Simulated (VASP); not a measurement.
Consider the following.

```
CELL_PARAMETERS angstrom
      0.00000     3.08993     3.08993
      3.08993     0.00000     3.08993
      3.08993     3.08993     0.00000
ATOMIC_POSITIONS crystal
  Al 0.00000 0.00000 0.00000
  Sb 0.25000 0.25000 0.25000
```

All values below come from AM05 GGA, VASP's PBE PAW potentials (set 64) (plane waves; VASP). Numerical set-up: 520 eV cut-off, Gaussian smearing of 0.050 eV, potentials Al Sb.

Unless said otherwise, spin-orbit coupling is left out, though it shifts the bands of the heavy elements here.

Problem. Predict the band gap (along the path) with the smallest direct gap where there is one.

Solution. 
* **band gap (along the path)**: 1.22 eV
* **smallest direct gap (along the path)**: 1.44 eV

The absolute energy has meaning only against runs of the same code, potentials and settings.

The compound is AlSb in the zinc blende structure. It was relaxed first.
